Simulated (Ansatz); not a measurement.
# What DFT gives for TiPbO$_{3}$

```xyz
10
Lattice="3.9183 3.9183 0.0000 0.0000 3.9183 3.9835 3.9183 0.0000 3.9835" Properties=species:S:1:pos:R:3 pbc="T T T"
Pb    0.0000    0.0000    0.0000
Pb    3.9183    3.9183    3.9835
Ti    1.9591    1.9591    2.0834
Ti    5.8774    5.8774    6.0669
O     1.9591    1.9591    0.2430
O     5.8774    5.8774    4.2265
O     1.9591    3.9183    2.2427
O     5.8774    3.9183    2.2427
O     3.9183    1.9591    2.2427
O     3.9183    5.8774    2.2427
```

The numbers come from plane-wave PAW DFT (Ansatz): r2SCAN, with U_eff = 6.37 eV on Ti d (all-electron-ortho-atomic projectors), no spin polarisation, 500 eV, 6×6×6 Γ-centred k points, methfessel-paxton occupations (width 0.0222 eV). Nothing was relaxed.

What is the band gap?

The gap is 3.01 eV, indirect (the least direct gap found is 3.13 eV). A semilocal functional usually gives too small a gap.

Describe some of the short contacts.

Ti–O at 1.84 Å: least valence density 0.97 e/Å³ and ELF 0.26 there. Pb–O at 2.62 Å: least valence density 0.24 e/Å³ and ELF 0.13 there, a closed-shell (ionic or weak) contact. These are pseudo-fields; inside the PAW spheres they differ from the all-electron ones.

What does the stress say?

The pressure is 4.1 GPa (compression positive), so with the atoms held at these fractions the cell would first expand.

What is the character of the valence top and the conduction bottom?

Within 0.7 eV of the edges, the states project mainly on O p (81 %) and Pb s (14 %) below the gap and on Ti d (84 %) above it.

Which atom feels the largest force, and which way?

The largest is on O5 (and as large on other atoms): 0.54 eV/Å, components (0.00, 0.00, -0.54). It makes 180° with the line to a nearest neighbour, Ti3 at 1.84 Å, pointing away from it.

How is the charge shared?

Bader charges in e: Ti +2.54, Pb +1.43, O -1.32. In the mean Ti gives up most and O takes most.

Origin: a database entry at a rescaled volume. Caveats: no spin-orbit coupling, which can shift this gap by tenths of an eV.
